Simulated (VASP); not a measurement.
# CoSi (P2_13) in VASP: settings compared, part 2 of 2

VASP 6.6.1.

## (4) Relaxation of cell and atoms, PBE

Contents of INCAR:

```
PREC = Accurate ; ENCUT = 600
EDIFF = 1E-6 ; ISMEAR = 1
SIGMA = 0.1 ; LREAL = False
LASPH = True ; NELM = 80
ALGO = Normal ; ISIF = 3
LWAVE = False ; LCHARG = False
GGA = PE ; IBRION = 2
NSW = 90 ; EDIFFG = -0.01
KPAR = 4
```

Contents of KPOINTS:

```
regular mesh
0
Gamma
  8 8 8
```

Contents of POSCAR:

```
CoSi
1.0
    4.4380000000      0.0000000000      0.0000000000
    0.0000000000      4.4380000000      0.0000000000
    0.0000000000      0.0000000000      4.4380000000
Co Si
4 4
Direct
    0.1400000000      0.1400000000      0.1400000000
    0.3600000000      0.8600000000      0.6400000000
    0.6400000000      0.3600000000      0.8600000000
    0.8600000000      0.6400000000      0.3600000000
    0.8430000000      0.8430000000      0.8430000000
    0.6570000000      0.1570000000      0.3430000000
    0.3430000000      0.6570000000      0.1570000000
    0.1570000000      0.3430000000      0.6570000000
```

Potentials or basis: VASP PAW PBE potentials, release 64 (Co, Si).

The run is started by

```sh
cat potpaw_PBE.64/Co/POTCAR potpaw_PBE.64/Si/POTCAR > POTCAR
mpirun -np 4 vasp_std > vasp.out
```

OUTCAR:

```text
PREC = Accurate
   ENCUT = 600
   EDIFF = 1E-6
   ISMEAR = 1
   LREAL = False
   LASPH = True
   NELM = 80
   ISIF = 3
   GGA = PE
   IBRION = 2
   NSW = 90
   EDIFFG = -0.01

 ion  position               nearest neighbor table
   1  0.140  0.140  0.140-   5 2.28   6 2.33   7 2.33   8 2.33   7 2.47   8 2.47   6 2.47   2 2.72
                             4 2.72   2 2.72   4 2.72   3 2.72   3 2.72
   2  0.360  0.860  0.640-   6 2.28   5 2.33   7 2.33   8 2.33   7 2.47   8 2.47   5 2.47   1 2.72
                             3 2.72   1 2.72   3 2.72   4 2.72   4 2.72
   3  0.640  0.360  0.860-   7 2.28   6 2.33   5 2.33   8 2.33   8 2.47   6 2.47   5 2.47   4 2.72
                             2 2.72   2 2.72   4 2.72   1 2.72   1 2.72
   4  0.860  0.640  0.360-   8 2.28   6 2.33   7 2.33   5 2.33   6 2.47   5 2.47   7 2.47   3 2.72
                             1 2.72   1 2.72   3 2.72   2 2.72   2 2.72
   5  0.843  0.843  0.843-   1 2.28   2 2.33   3 2.33   4 2.33   3 2.47   4 2.47   2 2.47   6 2.75
                             7 2.75   8 2.75   6 2.75   8 2.75   7 2.75
   6  0.657  0.157  0.343-   2 2.28   1 2.33   3 2.33   4 2.33   3 2.47   4 2.47   1 2.47   8 2.75
                             5 2.75   5 2.75   7 2.75   7 2.75   8 2.75
   7  0.343  0.657  0.157-   3 2.28   2 2.33   1 2.33   4 2.33   4 2.47   2 2.47   1 2.47   8 2.75
                             5 2.75   8 2.75   6 2.75   6 2.75   5 2.75
   8  0.157  0.343  0.657-   4 2.28   2 2.33   3 2.33   1 2.33   2 2.47   1 2.47   3 2.47   7 2.75
                             5 2.75   7 2.75   5 2.75   6 2.75   6 2.75

  LATTYP: Found a simple cubic cell.
 ALAT       =     4.4380000000

  Lattice vectors:

[... 204 lines left out ...]
  external PRESSURE =      -4.3541547 kB  Pullay stress =       0.0000000 kB
[... 239 lines left out ...]
--------------------------------------- Ionic step        7  -------------------------------------------

 number of electron      52.0000003 magnetization

 Free energy of the ion-electron system (eV)
  ---------------------------------------------------
  ext. energy  EPLUGINS =         0.00000000
  ---------------------------------------------------
  free energy    TOTEN  =       -54.74709739 eV

  energy without entropy =      -54.74997010  energy(sigma->0) =      -54.74805496

 E-fermi :  12.1071     XC(G=0): -12.8718

 val. band max:       12.1037555165   @ k =   0.1250   0.1250   0.1250
 cond. band min:      12.1138745564   @ k =   0.0000   0.0000   0.0000
 fundamental gap:      0.0101190400
 Fermi energy:        12.1071090832

 k-point     1 :       0.0000    0.0000    0.0000
  band No.  band energies     occupation
      1      -1.5576      2.00000
      2       3.9399      2.00000
      3       3.9399      2.00000
      4       3.9399      2.00000
      5       6.6406      2.00000
      6       6.6406      2.00000
[... 805 lines left out ...]
     30      14.1112      0.00000
     31      14.9641      0.00000

 [... further k-points ...]

------------------------ aborting loop because EDIFF is reached ----------------------------------------

  FORCE on cell =-STRESS in cart. coord.  units (eV):
  Direction    XX          YY          ZZ          XY          YZ          ZX
  --------------------------------------------------------------------------------------
  -------------------------------------------------------------------------------------
  Total        0.0050848      0.0050848      0.0050848      0.0000000      0.0000000      0.0000000
  in kB        0.0937459      0.0937459      0.0937459      0.0000000      0.0000000      0.0000000
  external PRESSURE =       0.0937459 kB  Pullay stress =       0.0000000 kB
[... 23 lines left out ...]
  FREE ENERGIE OF THE ION-ELECTRON SYSTEM (eV)
  ---------------------------------------------------
  free  energy   TOTEN  =       -54.7470973850 eV

  energy  without entropy=      -54.7499701017  energy(sigma->0) =      -54.74805496

 reached required accuracy - stopping structural energy minimisation
```

CONTCAR:

```text
CoSi
   1.00000000000000
     4.4294053314240056    0.0000000000000000    0.0000000000000000
     0.0000000000000000    4.4294053314240056    0.0000000000000000
     0.0000000000000000   -0.0000000000000000    4.4294053314240056
  Co              Si
     4     4
Direct
     0.1451145232526219    0.1451145232526219    0.1451145232526219
     0.3548854767473780    0.8548854767473780    0.6451145232526220
     0.6451145232526220    0.3548854767473780    0.8548854767473780
     0.8548854767473780    0.6451145232526220    0.3548854767473780
     0.8432104053820318    0.8432104053820318    0.8432104053820318
     0.6567895946179682    0.1567895946179681    0.3432104053820319
     0.3432104053820319    0.6567895946179682    0.1567895946179681
     0.1567895946179681    0.3432104053820319    0.6567895946179682

  0.00000000E+00  0.00000000E+00  0.00000000E+00
  0.00000000E+00  0.00000000E+00  0.00000000E+00
  0.00000000E+00  0.00000000E+00  0.00000000E+00
  0.00000000E+00  0.00000000E+00  0.00000000E+00
  0.00000000E+00  0.00000000E+00  0.00000000E+00
  0.00000000E+00  0.00000000E+00  0.00000000E+00
  0.00000000E+00  0.00000000E+00  0.00000000E+00
  0.00000000E+00  0.00000000E+00  0.00000000E+00
```

Run time: 2.1 min. Hardware: 4 MPI ranks of Intel Xeon Platinum 8259CL at 2.50GHz (Skylake/Cascade Lake), shared host; peak memory 0.29 GiB.

Results:

- Free energy: -54.7471 eV
- Relaxed volume: 10.86 Å³/atom
- Relaxed cell: a = 4.429 Å, b = 4.429 Å, c = 4.429 Å, α = 90.00°, β = 90.00°, γ = 90.00°
- Space group after relaxing (to 0.05 Å): P2_13 (No. 198)
- Energy gained by relaxing: 2.8 meV/atom
- Ionic steps: 7
- Pressure after relaxing: 0.0 GPa
- Band gap on the k mesh: none (metal or under the smearing width)

The path:
| step | energy change (eV) | largest force (eV/Å) | pressure (GPa) | volume (Å³) |
| --- | --- | --- | --- | --- |
| 1 | 0.0000 | 0.2729 | -0.44 | 87.41 |
| 2 | -0.0125 | 0.1891 | 0.20 | 87.04 |
| 3 | -0.0191 | 0.0835 | 1.30 | 86.47 |
| 4 | -0.0192 | 0.0697 | -1.29 | 87.40 |
| 5 | -0.0220 | 0.0595 | -0.03 | 86.94 |
| 6 | -0.0225 | 0.0204 | 0.02 | 86.91 |
| 7 | -0.0225 | 0.0007 | 0.01 | 86.90 |

Final structure:
```
Co Si
1.0
     4.42941    0.00000    0.00000
     0.00000    4.42941    0.00000
     0.00000    0.00000    4.42941
Co Si
4 4
Direct
  0.14511 0.14511 0.14511
  0.35489 0.85489 0.64511
  0.64511 0.35489 0.85489
  0.85489 0.64511 0.35489
  0.84321 0.84321 0.84321
  0.65679 0.15679 0.34321
  0.34321 0.65679 0.15679
  0.15679 0.34321 0.65679
```

Levels at points of the mesh, in eV from the Fermi level:
```
           k point  band 24  band 25  band 26  band 27  band 28  band 29
(0.00, 0.00, 0.00)    -0.76     0.01     0.01     0.01     2.51     2.51
(0.50, 0.00, 0.00)    -0.63    -0.47    -0.47     1.02     1.02     1.50
(0.50, 0.50, 0.00)    -0.98    -0.02    -0.02     0.60     0.60     2.02
(0.50, 0.50, 0.50)    -1.20    -0.21    -0.21    -0.21    -0.21     5.43
```

## (5) Relaxation of cell and atoms, PBE

This run uses another cell than the first one, of 10.86 Å³/atom, 0.994 times its volume.

Contents of INCAR:

```
PREC = Accurate ; ENCUT = 600
EDIFF = 1E-7 ; ISMEAR = 1
SIGMA = 0.1 ; LREAL = False
LASPH = True ; NELM = 80
ALGO = Normal ; ISIF = 3
LWAVE = False ; LCHARG = False
GGA = PE ; IBRION = 2
NSW = 90 ; EDIFFG = -0.005
KPAR = 4
```

KPOINTS is that of step 4.

Contents of POSCAR:

```
CoSi                                    
1.0
    4.4294053314      0.0000000000      0.0000000000
    0.0000000000      4.4294053314      0.0000000000
    0.0000000000     -0.0000000000      4.4294053314
  Co              Si            
     4     4
Direct
     0.1451145232526219    0.1451145232526219    0.1451145232526219
     0.3548854767473780    0.8548854767473780    0.6451145232526220
     0.6451145232526220    0.3548854767473780    0.8548854767473780
     0.8548854767473780    0.6451145232526220    0.3548854767473780
     0.8432104053820318    0.8432104053820318    0.8432104053820318
     0.6567895946179682    0.1567895946179681    0.3432104053820319
     0.3432104053820319    0.6567895946179682    0.1567895946179681
     0.1567895946179681    0.3432104053820319    0.6567895946179682
```

The run is started by

```sh
cat potpaw_PBE.64/Co/POTCAR potpaw_PBE.64/Si/POTCAR > POTCAR
mpirun -np 4 vasp_std > vasp.out
```

It took 36 s on 4 MPI ranks of Intel Xeon Platinum 8259CL at 2.50GHz (Skylake/Cascade Lake), shared host; peak memory 0.28 GiB.

Results (log left out):

```
Free energy             : -54.7469 eV
Pressure after relaxing : 0.0 GPa
Band gap on the k mesh  : none (metal or under the smearing width)
```

Final structure:
```
Co Si
1.0
     4.42941    0.00000    0.00000
     0.00000    4.42941    0.00000
     0.00000    0.00000    4.42941
Co Si
4 4
Direct
  0.14511 0.14511 0.14511
  0.35489 0.85489 0.64511
  0.64511 0.35489 0.85489
  0.85489 0.64511 0.35489
  0.84321 0.84321 0.84321
  0.65679 0.15679 0.34321
  0.34321 0.65679 0.15679
  0.15679 0.34321 0.65679
```

Levels at points of the mesh, in eV from the Fermi level:
```csv
k point,band 22,band 23,band 24,band 25,band 26,band 27,band 28,band 29,band 30,band 31
"(0.00, 0.00, 0.00)",-0.89,-0.76,-0.76,0.01,0.01,0.01,2.51,2.51,2.51,2.93
"(0.50, 0.00, 0.00)",-1.02,-0.63,-0.63,-0.47,-0.47,1.02,1.02,1.50,1.50,4.32
"(0.50, 0.50, 0.00)",-1.47,-0.98,-0.98,-0.02,-0.02,0.60,0.60,2.02,2.02,2.53
"(0.50, 0.50, 0.50)",-1.20,-1.20,-1.20,-0.21,-0.21,-0.21,-0.21,5.43,5.43,5.43
```

Caveat: the relaxation stopped at its first step, so nothing moved. Spin polarisation is off, so any magnetic state and its effect on volume and gap are missing.
